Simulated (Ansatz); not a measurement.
**Hg: frozen-core PAW against all-electron methods**

```
Hg
1.0
     1.73000    0.99882    2.23400
    -1.73000    0.99882    2.23400
     0.00000   -1.99763    2.23400
Hg
1
Direct
  0.00000 0.00000 0.00000
```

The geometry is COD entry 1541226, unchecked; take it as a test cell.

No spin–orbit coupling, which matters for the heavy atoms here.

All numbers are computed: DFT, PBE, PAW with Ansatz's default frozen-core files, scalar-relativistic (Ansatz 0.2.0); DFT, PBE, all-electron LAPW, scalar-relativistic (Ansatz 0.2.0).

For PAW: a Γ-centred 12×12×12 k mesh, Fermi–Dirac smearing of 0.03 eV, cutoff 420 eV, no spin polarisation. LAPW targets a basis error of 0.5 meV/atom. The Ansatz runs share mesh, smearing and spin set-up. Plane-wave (PAW) pressures include the program's estimate of the Pulay term.

Stress and pressure are positive in compression.

Levels count from the Fermi level.

PAW results:

```tsv
quantity	PAW
pressure (GPa)	6.12
stress xx (GPa)	5.80
stress zz (GPa)	6.75
highest filled level at F (eV)	-0.101
lowest empty level at F (eV)	0.888
highest filled level at H0 (eV)	-5.724
lowest empty level at H0 (eV)	0.893
highest filled level at S2 (eV)	-0.207
lowest empty level at S2 (eV)	1.054
```

Q: What does LAPW (all electrons) give for the same quantities?

A: 
| quantity | LAPW |
| --- | --- |
| pressure (GPa) | 6.10 |
| stress xx (GPa) | 5.79 |
| stress zz (GPa) | 6.73 |
| highest filled level at F (eV) | -0.101 |
| lowest empty level at F (eV) | 0.888 |
| highest filled level at H0 (eV) | -5.724 |
| lowest empty level at H0 (eV) | 0.893 |
| highest filled level at S2 (eV) | -0.207 |
| lowest empty level at S2 (eV) | 1.053 |
